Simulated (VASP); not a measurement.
## GePt: density of states with PBE

Crystal: GePt.

```
CELL_PARAMETERS angstrom
5.12333 0.00000 0.00000
0.00000 5.12333 0.00000
0.00000 0.00000 5.12333
ATOMIC_POSITIONS crystal
Ge 0.81512 0.81512 0.81512
Ge 0.68488 0.18488 0.31512
Ge 0.18488 0.31512 0.68488
Ge 0.31512 0.68488 0.18488
Pt 0.19389 0.19389 0.19389
Pt 0.30611 0.80611 0.69389
Pt 0.80611 0.69389 0.30611
Pt 0.69389 0.30611 0.80611
```

The cell was built by a generator and needn't be a form met in nature.

```json
{"Program": "VASP 6.6.1", "Task": "density of states", "Functional": "PBE", "Potentials or basis": "VASP PAW PBE potentials, release 64 (Ge_d, Pt)", "Cutoff": "520 eV", "k mesh": "6 × 6 × 6", "Occupations": "gaussian, width 0.1 eV", "Spin": "no spin polarisation", "k mesh for the DOS": "9 × 9 × 9", "Occupations for the DOS": "tetrahedron", "Further INCAR settings": "ALGO = Normal; EDIFF = 1e-06; NBANDS = 58"}
```

* Valence electrons inside the program's atomic spheres: Ge 12.29; Pt 9.30

Levels at points of the mesh, in eV from the Fermi level:
```csv
k point,band 45,band 46,band 47,band 48,band 49,band 50,band 51,band 52
"(0.00, 0.00, 0.00)",-1.23,-1.23,-1.23,0.28,0.28,0.28,1.22,1.42
```

States per cell in windows of 0.5 eV (zero at the Fermi level; states under -8 eV left out):
```
from (eV)  total  Pt5_d  Pt6_d  Pt7_d  Pt8_d  Ge1_p  Ge2_p
     -8.0   0.00   0.00   0.00   0.00   0.00   0.00   0.00
     -7.5   0.11   0.00   0.00   0.00   0.00   0.00   0.00
     -7.0   0.58   0.03   0.03   0.03   0.03   0.03   0.03
     -6.5   1.55   0.12   0.12   0.12   0.12   0.07   0.07
     -6.0   2.39   0.23   0.23   0.23   0.23   0.10   0.10
     -5.5   3.15   0.39   0.39   0.39   0.39   0.12   0.12
     -5.0   4.23   0.65   0.65   0.65   0.65   0.14   0.14
     -4.5   6.00   1.05   1.05   1.05   1.05   0.11   0.11
     -4.0   4.63   0.85   0.85   0.85   0.85   0.07   0.07
     -3.5   5.00   1.02   1.02   1.02   1.02   0.05   0.05
     -3.0   6.61   1.38   1.38   1.38   1.38   0.06   0.06
     -2.5   4.38   0.89   0.89   0.89   0.89   0.04   0.04
     -2.0   2.66   0.42   0.42   0.42   0.42   0.05   0.05
     -1.5   2.36   0.33   0.33   0.33   0.33   0.05   0.05
     -1.0   1.58   0.20   0.20   0.20   0.20   0.04   0.04
     -0.5   1.66   0.18   0.18   0.18   0.18   0.05   0.05
      0.0   0.79   0.08   0.08   0.08   0.08   0.03   0.03
      0.5   1.61   0.16   0.16   0.16   0.16   0.06   0.06
      1.0   2.43   0.20   0.20   0.20   0.20   0.12   0.12
      1.5   2.01   0.14   0.14   0.14   0.14   0.11   0.11
      2.0   1.70   0.10   0.10   0.10   0.10   0.11   0.11
      2.5   1.76   0.10   0.10   0.10   0.10   0.12   0.12
      3.0   1.46   0.08   0.08   0.08   0.08   0.10   0.10
      3.5   1.61   0.08   0.08   0.08   0.08   0.11   0.11
      4.0   1.40   0.06   0.06   0.06   0.06   0.09   0.09
      4.5   1.39   0.06   0.06   0.06   0.06   0.10   0.10
      5.0   1.58   0.06   0.06   0.06   0.06   0.11   0.11
      5.5   1.07   0.04   0.04   0.04   0.04   0.07   0.07
      6.0   1.22   0.04   0.04   0.04   0.04   0.08   0.08
      6.5   0.03   0.00   0.00   0.00   0.00   0.00   0.00
      7.0   0.00   0.00   0.00   0.00   0.00   0.00   0.00
      7.5   0.00   0.00   0.00   0.00   0.00   0.00   0.00
```

Wall time 61 s on 4 MPI ranks on AMD EPYC 9R45 96-Core Processor (Zen 5) (shared host), peak memory 0.39 GiB a rank.

 Spin-orbit coupling is left out, which matters for the levels of Pt.
